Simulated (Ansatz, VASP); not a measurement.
## Two plane-wave programs on Al2Au

Contents of INCAR:

```
  PREC = Accurate
  ENCUT = 520
  EDIFF = 1E-6
  ISMEAR = 1
  SIGMA = 0.0279
  LREAL = F
  LASPH = T
  NELM = 100
  ALGO = Normal
  ISIF = 2
  LWAVE = F
  LCHARG = F
  GGA = PE
  NBANDS = 16
```

The input KPOINTS:

```
Automatic mesh
0
Gamma
  7 7 7
```

POSCAR

```
Al2Au
1.0
    0.0000000000      3.0009600000      3.0009600000
    3.0009600000      0.0000000000      3.0009600000
    3.0009600000      3.0009600000      0.0000000000
Au Al
1 2
Direct
    0.0000000000      0.0000000000      0.0000000000
    0.2500000000      0.2500000000      0.2500000000
    0.7500000000      0.7500000000      0.7500000000
```

Input for Ansatz:

```yaml
crystal:
  lattice:
    - [0.0, 3.00096, 3.00096]
    - [3.00096, 0.0, 3.00096]
    - [3.00096, 3.00096, 0.0]
  atoms:
    - { symbol: Au, position: [0.0, 0.0, 0.0] }
    - { symbol: Al, position: [0.25, 0.25, 0.25] }
    - { symbol: Al, position: [0.75, 0.75, 0.75] }
  symmetry: { tolerance: 0.0003 }
kpoints:
  mp_grid: { grid: [7, 7, 7], shift: [0, 0, 0] }
  band_path:
    path:
      - [0.0, 0.0, 0.0]
      - [0.5, 0.0, 0.5]
      - [0.625, 0.25, 0.625]
      - [0.375, 0.375, 0.75]
      - [0.0, 0.0, 0.0]
      - [0.5, 0.5, 0.5]
      - [0.5, 0.25, 0.75]
      - [0.5, 0.0, 0.5]
    npoints: 8
magnetization:
  spin_polarized: false
scf:
  occupations: { method: cold, width: 0.0279 }
  lower_state_search: "off"
  max_iter: 200
hamiltonian:
  pseudopotentials: { kind: paw }
  xc: pbe
basis:
  ecutwfc: 420
  fft_grid_basis: typed
output:
  forces: true
  stress: true
  eigenvalues: true
  bader: true
  populations: true
  elf: true
  write_potential: true
  volumetric_format: npy
  dos:
    e_range: [-12, 8]
    de: 0.05
    projected: { site_lists: { Al: [Al], Au: [Au] } }
checkpoint:
  read: saved_state
```

Alike in both runs: task single point; functional PBE; k mesh 7 × 7 × 7; no spin polarisation.

```csv
,VASP,Ansatz
version,VASP 6.6.1,Ansatz 0.2.0
potentials or method,"VASP PAW PBE potentials, release 64 (Au, Al)",PAW plane waves
plane-wave cutoff (eV),520,420
occupations,"methfessel-paxton of order 1, width 0.0279 eV","cold, width 0.0279 eV"
valence electrons in the cell,17,25
```

```tsv
	VASP	Ansatz	Ansatz less VASP
pressure (GPa)	3.0	3.3	+0.26
```

The two sets of potentials don't hold the same shells in valence.

The runs have no spin-orbit coupling, so splittings on Au are missing.
